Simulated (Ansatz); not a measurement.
## Contact densities of SrO against volume

```
CELL_PARAMETERS angstrom
0.00000 2.56980 2.56980
2.56980 0.00000 2.56980
2.56980 2.56980 0.00000
ATOMIC_POSITIONS crystal
Sr 0.00000 0.00000 0.00000
O 0.50000 0.50000 0.50000
```

Atom numbers follow the list: Sr1, O2.

The cell comes from COD entry 1100027, which wasn't checked; take it as a given geometry. It is an old determination, and later ones may differ.

These are results of DFT, LDA, all-electron PAW with datasets made for the crystal, scalar-relativistic (Ansatz 0.2.0), not measurements.

The runs use a Γ-centred 8×8×8 k mesh, Fermi–Dirac smearing of 0.02 eV, cutoff 300 eV (chosen by the program for this cell), no spin polarisation.

The contact density is the mean electron density over the nuclear volume; its changes follow the s electrons' response to bonding and compression. Changes below are taken from the unscaled cell, where it is 399329 e/Å³ at Sr1, 2125.64 e/Å³ at O2.

Volumes at which the program chose other datasets or cutoffs are left out.

| V/V(cell) | P (GPa) | Δρ(0) Sr1 (e/Å³) | Δρ(0) O2 (e/Å³) |
| --- | --- | --- | --- |
| 0.9800 | -2.4 | 0.22 | -0.06 |
| 0.9900 | -3.3 | ? | -0.03 |
| 1.0000 | -4.2 | 0.00 | 0.00 |
| 1.0100 | -5.0 | -0.10 | 0.03 |
| 1.0200 | -5.8 | -0.21 | ? |
| 1.0400 | -7.2 | ? | 0.14 |
| 1.0500 | -7.9 | -0.49 | 0.17 |
| 1.0600 | -8.5 | -0.58 | 0.21 |

Problem. Give the missing entry: row "1.0200", column "Δρ(0) O2 (e/Å³)".

Solution. 0.07.

Problem. What belongs in the row "1.0400", column "Δρ(0) Sr1 (e/Å³)"?

Solution. -0.40.

Problem. Give the missing entry: row "0.9900", column "Δρ(0) Sr1 (e/Å³)".

Solution. 0.11.

The datasets are made afresh for each cell, so very small changes are uncertain.
